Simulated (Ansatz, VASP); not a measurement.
**One calculation of Ir, two programs**

```xyz
1
Lattice="0.0000 1.9429 1.8853 1.8853 0.0000 1.8853 1.8853 1.9429 0.0000" Properties=species:S:1:pos:R:3 pbc="T T T"
Ir    0.0000    0.0000    0.0000
```

Alike in both runs: task single point; functional PBEsol; k mesh 16 × 16 × 16; occupations gaussian, width 0.1 eV; no spin polarisation.

|  | VASP | Ansatz |
| --- | --- | --- |
| version | VASP 6.6.1 | Ansatz 0.2.0 |
| potentials or method | VASP PAW PBE potentials, release 64 (Ir) | scalar-relativistic, plane waves, PAW |
| plane-wave cutoff (eV) | 520 | 420 |
| valence electrons in the cell | 9 | 17 |

```csv
,VASP,Ansatz,Ansatz less VASP
gap on the k mesh at the Fermi level (eV),none,none,-
pressure (GPa),8.3,7.4,-0.87
largest component of the traceless stress (GPa),7.93,7.95,+0.014
```

A gap of «none» marks a metal or a gap that the smearing closes. The functional is the same, so the differences come from potentials, cutoffs and numerics. The two sets of potentials don't hold the same shells in valence.

Caveats: the PAW data sets were made with another functional, which shifts forces and pressure a little (VASP). Spin-orbit coupling is left out, which matters for the levels of Ir.
